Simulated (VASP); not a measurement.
**W: relaxation of cell and atoms with LDA**

W:

```xyz
1
Lattice="-1.5823 1.5823 1.5823 1.5823 -1.5823 1.5823 1.5823 1.5823 -1.5823" Properties=species:S:1:pos:R:3 pbc="T T T"
W     0.0000    0.0000    0.0000
```

```yaml
Program: VASP 6.6.1
Task: relaxation of cell and atoms
Functional: LDA
Potentials_or_basis: VASP PAW LDA potentials, release 64 (W_sv)
Cutoff: 350 eV
k_mesh: 10 × 10 × 10
Occupations: gaussian, width 0.1 eV
Spin: no spin polarisation
Further_INCAR_settings: ALGO = Normal; EDIFF = 1e-07; IBRION = 2; EDIFFG = -0.002; NSW = 80; ISIF = 3
```

| Property | Result |
| --- | --- |
| Relaxed volume | 15.51 Å³/atom |
| Relaxed cell | a = 2.721 Å, b = 2.721 Å, c = 2.721 Å, α = 109.47°, β = 109.47°, γ = 109.47° |
| Space group after relaxing (to 0.05 Å) | Im-3m (No. 229) |
| Energy gained by relaxing | 7.5 meV/atom |
| Ionic steps | 7 |
| Pressure after relaxing | 0.0 GPa |
| Band gap on the k mesh | none (metal or under the smearing width) |

Step by step:
```tsv
step	energy change (eV)	largest force (eV/Å)	pressure (GPa)	volume (Å³)
1	0.0000	0.0000	-7.01	15.85
2	0.1075	0.0000	32.86	14.31
3	-0.0074	0.0000	-0.27	15.53
4	-0.0075	0.0000	-0.06	15.51
5	-0.0075	0.0000	0.10	15.51
6	-0.0074	0.0000	-0.29	15.53
7	-0.0075	0.0000	0.00	15.51
```

Final structure:
```xyz
1
Lattice="-1.5711 1.5711 1.5711 1.5711 -1.5711 1.5711 1.5711 1.5711 -1.5711" Properties=species:S:1:pos:R:3 pbc="T T T"
W     0.0000    0.0000    0.0000
```

Levels at points of the mesh, in eV from the Fermi level:
```csv
k point,band 5,band 6,band 7,band 8,band 9,band 10
"(0.00, 0.00, 0.00)",-9.78,-1.43,-1.43,-1.43,2.11,2.11
"(0.50, 0.00, 0.00)",-6.52,-3.82,0.80,2.03,3.02,6.19
"(0.50, 0.50, 0.50)",-6.14,-6.14,5.17,5.17,5.17,8.41
```

Wall time 8.1 s on 1 thread of Intel(R) Xeon(R) 6975P-C (Granite Rapids) (shared host), peak memory 0.12 GiB.

The run has no spin-orbit coupling, so splittings on W are missing. Zero-point motion and thermal expansion aren't in these numbers.
